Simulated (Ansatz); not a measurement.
Runs of Ansatz 0.2.0 on HgTe. The structure is cubic, space group Fm-3m (No. 225). Conventional cell: a = 6.360 Å, b = 6.360 Å, c = 6.360 Å, α = 90.00°, β = 90.00°, γ = 90.00°. Hg (site symmetry m-3m) is surrounded by 6 Te at 3.18 Å. Te (site symmetry m-3m) is surrounded by 6 Hg at 3.18 Å. Measurements of this composition are mostly on another form, of space group No. 216.

```csv
task,level,cell,cutoff (eV),gap on the mesh (eV),pressure (GPa)
single point,r2SCANh,as given,500,none,-4.4
single point,r2SCAN0,as given,500,none,(a)
relaxation of cell and atoms,HF,relaxed,420,none,0.0
single point,r2SCAN50,as given,500,none,-6.1
```

Alike in all rows: potentials or basis Ansatz PAW; no spin polarisation; k mesh 4 × 4 × 4; smearing fermi-dirac 0.05 eV; the mesh is coarse, so values aren't converged.

Problem. Fill in the values left out.

Solution. (a) -5.1.

Caveats: all runs use coarse meshes; the PAW data sets come from PBE, with cores solved anew for the run's functional, which leaves a small shift of forces and pressure; the thresholds are loose for stress (some runs); the plane-wave basis is chosen anew once the cell has moved, so the energies of steps on either side of that aren't comparable (some runs).

A k mesh can miss the band edges, and the runs leave out spin-orbit coupling on Hg, Te.

A gap of «none» marks a metal or a gap under the smearing width.
